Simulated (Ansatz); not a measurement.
# Ru (P6_3/mmc) in Ansatz: single point with PBEsol

Aim: the single point of Ru with PBEsol.

All numbers are computed with Ansatz 0.2.0; they aren't measurements. Logs are shortened: lines on timing, memory, paths and dates and some standing lists are left out, and cuts for length are marked.

## (1) The cell of the first run

The structure is hexagonal, space group P6_3/mmc (No. 194). The conventional cell has a = 2.706 Å, b = 2.706 Å, c = 4.282 Å, α = 90.00°, β = 90.00°, γ = 120.00°. Ru (site symmetry -6m2) has 12 Ru at 2.65 to 2.71 Å as nearest neighbours.

## (2) Single point, PBEsol (strain_z = 0)

The input, input.yaml:

```yaml
crystal:
  lattice:
    - [2.7058, 0.0, 0.0]
    - [-1.3529, 2.3432915376, 0.0]
    - [0.0, 0.0, 4.2819]
  atoms:
    - { symbol: Ru, position: [0.6666666667, 0.3333333333, 0.75] }
    - { symbol: Ru, position: [0.3333333333, 0.6666666667, 0.25] }
kpoints:
  mp_grid: { grid: [11, 11, 6] }
scf:
  occupations: { method: fermi_dirac, width: 0.05 }
hamiltonian:
  xc: pbesol
  pseudopotentials: { kind: all_electron, lapw: { basis_error: 0.001 } }
output:
  forces: true
  stress: true
  eigenvalues: true
```

Potentials or basis: all-electron LAPW, scalar-relativistic.

The run is started by

```bash
$ ansatz run input.yaml --threads 1 --pin off --max-ram 3072MiB --backend cpu --events-out ev --progress --plain --runs-dir out
```

The program printed:

```text
Warning: RAYON_NUM_THREADS=1 ignored (pool sized by the plan → 1); use --threads N
LAPW: plane waves up to 8.585 Å⁻¹, error target 1.0e-3 eV per atom; small_component_spin mean_spin; Ru in spheres of 1.325 Å, 26 of its electrons in bands, Dirac shells [] (how accurate: hamiltonian.pseudopotentials.lapw.basis_error, Limitations)
Engine: ansatz 0.2.0, aarch64-unknown-linux-gnu
Pseudopotentials: kind: all_electron
Pseudopotential: Ru, LAPW, valence charge 26, lapw/all_electron/scalar/gaussian/Ru, Koelling and Harmon's equation, gaussian nucleus
Functional definition: PBEsol
  exchange = pbesol_x
  correlation = pbesol_c
Crystal: 2 atoms, lattice volume = 27.149 Å³
Basis set: ecut = 280.83535213457156 eV, 299 PW (Γ), exchange–correlation at level 2
Bands: 32, of which v1, the nominal top of the filled ones, is band 26 counted from 1 (25 counted from 0)
Symmetry: 24 space group operations
Space group: P63/mmc (ITA 194), of the structure as read, at distance tolerance 3.0e-5 Å
k-points: 64 of 726
Non-local potential: Ru, projectors of the file, none
Initial density: superposition of atomic densities (chi_scale 0.1, normalization cell)
Initial wavefunctions: plane waves of lowest kinetic energy (no species holds an atomic orbital)
Functional: x = pbesol(κ = 0.804, μ = 0.12345679012345678), c = pbesol(β = 0.046)
iter 1 solved again at ethr=6.65e-4 eV; its pass at ethr=1.00e-1 eV (dr2=3.46e-1 eV) is discarded
SCF iter   1: F=—  HF=-246467.390152 eV  |F-HF|=—  |Δ(HF+E_count)|=         —  Δρ=5.09e-2  dr2=3.47e-1  ethr=6.65e-4  ⟨swp⟩=2.5  Hψ=13216  notcnv=0
preconditioner: auto → Kerker (q_TF=auto, 3.040 Å⁻¹)  [metal: Δε(μ)=0.072 eV  Ē_g=9.260 eV  σ=0.050 eV  W_gap=0.34  n_scr=10 (ndim 8)  ℏωp=28.5 eV  f_vac=0.000  D(μ)=1.95/eV (n_scr^D=22)]
iter 2 solved again at ethr=4.71e-5 eV; its pass at ethr=6.65e-4 eV (dr2=2.45e-2 eV) is discarded
SCF iter   2: F=—  HF=-246466.078654 eV  |F-HF|=—  |Δ(HF+E_count)|=    1.31e0  Δρ=1.14e-2  dr2=2.45e-2  ethr=4.71e-5  ⟨swp⟩=2.0  Hψ=10609  notcnv=0
SCF iter   3: F=—  HF=-246466.030603 eV  |F-HF|=—  |Δ(HF+E_count)|=   4.81e-2  Δρ=1.09e-2  dr2=2.29e-2  ethr=4.71e-5  ⟨swp⟩=2.0  Hψ=5993  notcnv=0
SCF iter   4: F=—  HF=-246466.024401 eV  |F-HF|=—  |Δ(HF+E_count)|=   6.20e-3  Δρ=4.64e-3  dr2=5.16e-3  ethr=4.40e-5  ⟨swp⟩=2.0  Hψ=5693  notcnv=0
SCF iter   5: F=—  HF=-246466.024319 eV  |F-HF|=—  |Δ(HF+E_count)|=   8.13e-5  Δρ=1.26e-3  dr2=4.39e-4  ethr=9.92e-6  ⟨swp⟩=2.0  Hψ=5974  notcnv=0
SCF iter   6: F=—  HF=-246466.024333 eV  |F-HF|=—  |Δ(HF+E_count)|=   1.36e-5  Δρ=2.13e-4  dr2=1.13e-5  ethr=8.44e-7  ⟨swp⟩=2.0  Hψ=5975  notcnv=0
SCF iter   7: F=—  HF=-246466.024328 eV  |F-HF|=—  |Δ(HF+E_count)|=   4.61e-6  Δρ=4.32e-5  dr2=4.51e-7  ethr=2.17e-8  ⟨swp⟩=2.0  Hψ=5975  notcnv=0
SCF iter   8: F=—  HF=-246466.024328 eV  |F-HF|=—  |Δ(HF+E_count)|=   2.99e-7  Δρ=1.20e-5  dr2=4.08e-8  ethr=8.67e-10  ⟨swp⟩=2.0  Hψ=5976  notcnv=0
SCF iter   9: F=-246466.024328 eV  HF=-246466.024328 eV  |F-HF|=7.04e-9  |Δ(HF+E_count)|=   3.69e-8  Δρ=4.30e-6  dr2=3.79e-9  ethr=7.84e-11  ⟨swp⟩=2.1  Hψ=5986  notcnv=0
SCF 1 converged in 9 iterations: F = -246466.024328 eV  dr2 = 3.79e-9
SCF converged after 9 iterations
Free energy (F): -246466.024328 eV
Harris-Foulkes:  -246466.024328 eV  (|F-HF|=7.04e-9)
Internal energy: -246466.007530 eV  (E = F + TS)
E sigma→0 (E₀):  -246466.015929 eV
Entropy (-TS):   -0.016798 eV (-8.399 meV/atom)
Fermi energy:    25.554927 eV
--- Per-component energies (eV) ---
  E_band       = -4921.782102
  E_kinetic    = 256270.799169
  E_xc         = -7156.463550
  E_electrostatic = -495580.343148  (all electrons and nuclei)
  E_smearing   = -0.016798  (= −TS)
  E_closure    = 0.000000  (closes the sum)
  E_atoms      = -246445.692274  (free atoms, spherical and without spin; not in F)
  Σ components = -246466.024328   (vs F -246466.024328, Δ=0.00e0)
  Basis errors (estimates in eV, not in F): energy 2.0e-4 per atom: plane waves 1.9e-4 (9.6e-5 summed), levels above the bands 9.3e-103, relativity 2.3e-8, radial functions 1.4e-5, core shells 1.3e-6; eigenvalues (radial functions only) 1.6e-6; not estimated: angular momenta, meshes, grids; target (lapw.basis_error) 1.0e-3; muffin-tin radii Ru 1.325 Å
--- Forces (eV/Å), atoms counted from 1 ---
  atom   1  Ru     0.00000000     0.00000000    -0.00000000
  atom   2  Ru     0.00000000    -0.00000000     0.00000000
  max |Σ_I F_I| component: 4.63e-18 eV/Å
--- Stress (GPa, compression-positive) ---
       -6.044450       0.000000      -0.000000
        0.000000      -6.044450      -0.000000
       -0.000000      -0.000000      -6.600640
  P = ⅓ Tr σ = -6.2298 GPa (-62.298 kbar)
--- Band table (eV; the first three rows and the last of 64) ---
  k-point 0: bands = ["-244.1928", "-244.1928", "-244.1836", "-244.1836", "-244.1836", "-244.1836", "-244.1799", "-244.1799", "-244.1799", "-244.1799", "-47.4302", "-47.2241", "-17.9438", "-17.0013", "-17.0013", "-16.8297", "-16.8297", "-16.7880", "17.5630", "19.3822", "23.0176", "23.0176", "23.1924", "23.7040", "23.7040", "24.2340", "24.2340", "26.8221", "26.8221", "26.8526", "35.8910", "40.3739"]
  k-point 1: bands = ["-244.1928", "-244.1928", "-244.1836", "-244.1836", "-244.1836", "-244.1836", "-244.1799", "-244.1799", "-244.1799", "-244.1799", "-47.4166", "-47.2381", "-17.8697", "-16.9899", "-16.9899", "-16.8691", "-16.8413", "-16.8413", "17.8707", "19.4804", "22.8662", "22.8662", "23.0427", "23.5288", "23.5288", "24.6286", "24.6286", "25.8996", "26.8295", "26.8295", "37.1642", "39.8754"]
  k-point 2: bands = ["-244.1928", "-244.1928", "-244.1836", "-244.1836", "-244.1836", "-244.1836", "-244.1799", "-244.1799", "-244.1799", "-244.1799", "-47.3793", "-47.2762", "-17.6652", "-17.0879", "-16.9587", "-16.9587", "-16.8729", "-16.8729", "18.6797", "19.6660", "22.7446", "22.7446", "22.7491", "23.1619", "23.1619", "24.1184", "25.4109", "25.4109", "26.6796", "26.6796", "39.5701", "39.7428"]
  k-point 63: bands = ["-244.1928", "-244.1928", "-244.1836", "-244.1836", "-244.1836", "-244.1836", "-244.1799", "-244.1799", "-244.1799", "-244.1799", "-47.2088", "-47.2088", "-17.7167", "-17.7167", "-17.4077", "-17.4077", "-16.9892", "-16.9892", "20.7098", "20.7098", "21.6164", "21.6164", "22.8819", "22.8819", "24.5237", "24.5237", "26.9165", "26.9165", "33.3503", "33.3503", "36.4533", "36.4533"]
```

Run time: 18 s. Hardware: 1 thread of Arm Neoverse V1, shared host; peak memory 0.36 GiB.

Results:

| Quantity | Value |
| --- | --- |
| Free energy | -246466.0243 eV |
| Pressure | -6.2 GPa |
| Band gap on the k mesh | none (metal or under the smearing width) |

Levels at points of the mesh, in eV from the Fermi level:
| k point | band 23 | band 24 | band 25 | band 26 | band 27 | band 28 | band 29 | band 30 |
| --- | --- | --- | --- | --- | --- | --- | --- | --- |
| (0.00, 0.00, 0.00) | -2.36 | -1.85 | -1.85 | -1.32 | -1.32 | 1.27 | 1.27 | 1.30 |
| (0.00, 0.00, -0.50) | -2.70 | -2.70 | -2.67 | -2.67 | 0.63 | 0.63 | 0.63 | 0.63 |
